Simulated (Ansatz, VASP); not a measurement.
Na2S: VASP beside Ansatz

File INCAR:

```
ALGO = Fast ; EDIFF = 1E-7
ENCUT = 520 ; GGA = PE
ISIF = 2 ; ISMEAR = 0
LASPH = True ; LCHARG = False
LREAL = False ; LWAVE = False
NBANDS = 17 ; NELM = 100
PREC = Accurate ; SIGMA = 0.01
```

The input KPOINTS:

```
k-points
0
Gamma
  5 5 5
```

The input POSCAR:

```
Na2S
1.0
    0.0000000000      3.2735000000      3.2735000000
    3.2735000000      0.0000000000      3.2735000000
    3.2735000000      3.2735000000      0.0000000000
Na S
2 1
Direct
    0.2500000000      0.2500000000      0.2500000000
    0.7500000000      0.7500000000      0.7500000000
    0.0000000000      0.0000000000      0.0000000000
```

Input for Ansatz:

```yaml
crystal:
  lattice:
    - [0.0, 3.2735, 3.2735]
    - [3.2735, 0.0, 3.2735]
    - [3.2735, 3.2735, 0.0]
  atoms:
    - { symbol: Na, position: [0.25, 0.25, 0.25] }
    - { symbol: Na, position: [0.75, 0.75, 0.75] }
    - { symbol: S, position: [0.0, 0.0, 0.0] }
basis:
  ecutwfc: 470.0
kpoints:
  mp_grid: { grid: [5, 5, 5] }
  band_path:
    path: [[0.0, 0.0, 0.0], [0.5, 0.0, 0.5], [0.625, 0.25, 0.625]]
    npoints: 10
hamiltonian:
  xc: pbe
  pseudopotentials: { kind: paw }
scf:
  occupations: { method: fixed }
```

Alike in both runs: task single point; functional PBE; k mesh 5 × 5 × 5; no spin polarisation.

|  | VASP | Ansatz |
| --- | --- | --- |
| version | VASP 6.6.1 | Ansatz 0.2.0 |
| potentials or method | VASP PAW PBE potentials, release 64 (Na_pv, S) | plane waves, PAW |
| plane-wave cutoff (eV) | 520 | 470 |
| occupations | gaussian, width 0.01 eV | fixed |
| valence electrons in the cell | 20 | 24 |

|  | VASP | Ansatz | Ansatz less VASP |
| --- | --- | --- | --- |
| gap on the k mesh at the Fermi level (eV) | 2.48 | 2.48 | +0.002 |

The two sets of potentials don't hold the same shells in valence.

A hybrid or GW would open this gap; PBE tends to underestimate it.
